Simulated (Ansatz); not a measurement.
## BeTe and its competing phases

The calculation used DFT PBE, scalar-relativistic, plane waves, PAW (Ansatz). All cells share a 420 eV cutoff and Γ-centred k meshes spaced at most about 0.3 Å⁻¹ (2π included). No spin polarisation.

Energies over the elements count from the elements' standard structures at the same level, with no fitted energy shifts.

These are static total energies at zero pressure. No dispersion correction is applied, so the spacing and binding between layers, chains or molecules are poorly described (P4/nmm), and this can change margins and order among such cells. Spin–orbit coupling, which can matter for Te, is left out. The reference form of Te is held partly by dispersion forces, which this level lacks.

The competitors are the elements and 1 reference phase of this chemical system (from databases or known types: BeTe), relaxed at the same level; other known phases may be missing.

The candidate was reached from: random cell.

```cif
data_structure
_symmetry_space_group_name_H-M 'P 1'
_symmetry_Int_Tables_number 1
_cell_length_a 3.9119
_cell_length_b 3.9119
_cell_length_c 7.4258
_cell_angle_alpha 90.000
_cell_angle_beta 90.000
_cell_angle_gamma 90.000
_cell_volume 113.64
loop_
_atom_site_label
_atom_site_type_symbol
_atom_site_fract_x
_atom_site_fract_y
_atom_site_fract_z
_atom_site_occupancy
Be1 Be 0.00000 0.00000 0.50000 1
Be2 Be 0.50000 0.50000 0.50000 1
Te1 Te 0.50000 0.00000 0.70613 1
Te2 Te 0.00000 0.50000 0.29387 1
```

Q: Where does it stand against these competitors?

A: Not the lowest form: another structure of the same formula lies lower. Its formation energy is -0.267 eV/atom. The lowest competing phase at this composition is this:

| phase | space group | source | share of atoms | ΔE_f (eV/atom) |
| --- | --- | --- | --- | --- |
| BeTe | F-43m (No. 216) | COD | 1.0000 | -0.361 |

The candidate lies 94 meV/atom above this phase. The candidate matches no cell in the subsets of the Crystallography Open Database and the Materials Project at hand. It is metastable at best. Checks: phonons real on a 2×2×1 q mesh, imaginary between its points (to 7i cm⁻¹, which can come from the interpolation).
